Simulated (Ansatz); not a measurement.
# Titanium, bcc under PBE: structure, energy and stiffness

What does PBE give for titanium in the bcc structure? We relax it, solve it on a dense k-mesh, switch on spin-orbit coupling, then scale the cell to 7 volumes from 88 to 112 % of the relaxed one and try a fit of the equation of state. The k-meshes are 13×13×13 for the relaxation; 22×22×22 for the dense run; 14×14×14 for spin-orbit coupling; 15×15×15 for the volumes.

This is Ti in the bcc structure; at room conditions it is hcp.

Computed with Ansatz 0.2.0 (DFT PBE, plane waves (420 eV) with PAW, scalar-relativistic, unless a step says otherwise).

## Step 1: The starting structure

The structure is cubic, space group Im-3m (No. 229). Conventional cell: a = 3.281 Å, b = 3.281 Å, c = 3.281 Å, α = 90.00°, β = 90.00°, γ = 90.00°. Around Ti (site symmetry m-3m) lie 8 Ti at 2.84 Å.

As a file:

```cif
data_structure
_symmetry_space_group_name_H-M 'P 1'
_symmetry_Int_Tables_number 1
_cell_length_a 2.8413
_cell_length_b 2.8413
_cell_length_c 2.8413
_cell_angle_alpha 109.471
_cell_angle_beta 109.471
_cell_angle_gamma 109.471
_cell_volume 17.66
loop_
_atom_site_label
_atom_site_type_symbol
_atom_site_fract_x
_atom_site_fract_y
_atom_site_fract_z
_atom_site_occupancy
Ti1 Ti 0.00000 0.00000 0.00000 1
```

## Step 2: Relaxation of the cell

The input, input.yaml:

```yaml
crystal:
  lattice:
    - [-1.6404466475, 1.6404466475, 1.6404466475]
    - [1.6404466475, -1.6404466475, 1.6404466475]
    - [1.6404466475, 1.6404466475, -1.6404466475]
  atoms:
    - { symbol: Ti, position: [0.0, 0.0, 0.0] }
hamiltonian:
  xc: pbe
  pseudopotentials:
    kind: paw
    azcp:
      Ti: "pseudopotentials/Ti.paw.azcp"
basis:
  ecutwfc: 420
  fft_grid_basis: typed
kpoints:
  mp_grid: { grid: [13, 13, 13], shift: [0, 0, 0] }
magnetization:
  spin_polarized: false
scf:
  occupations: { method: fermi_dirac, width: 0.1 }
relax:
  max_steps: 60
  f_tol: 0.01
  cell: {}
```

After this run come: Single point on a dense mesh; Spin-orbit coupling switched on; At 88 % of the relaxed volume; At 92 % of the relaxed volume; At 96 % of the relaxed volume; At 100 % of the relaxed volume; At 104 % of the relaxed volume; At 108 % of the relaxed volume; At 112 % of the relaxed volume.

What does the calculation give? Wanted: space group; conventional cell; volume; shortest distance; gap on the mesh; relative to hcp; V₀, B₀, B₀′.

The runs gave:

```
                      quantity                         value
space group (spins left aside)               Im-3m (No. 229)
             conventional cell                   a = 3.260 Å
                        volume                17.327 Å³/atom
             shortest distance                       2.823 Å
               gap on the mesh  none (levels filled in part)
               relative to hcp                 +111 meV/atom
                   V₀, B₀, B₀′  17.239 Å³/atom, 106 GPa, 3.4
```

**Reading.** From the guessed start the volume shrank by 1.9 % in 4 steps. Against the reference form of titanium (hcp, computed apart with the same settings) it stands 111 meV/atom higher. No gap shows: it is a metal or semimetal at this level. The total energy of the spin-orbit run (on a coarser mesh) lies -70 meV/atom from the scalar one; mesh and treatment of the core enter this figure, so it is no spin-orbit energy. B₀ comes out at 106 GPa. Relaxation kept the symmetry; phonons were not checked.
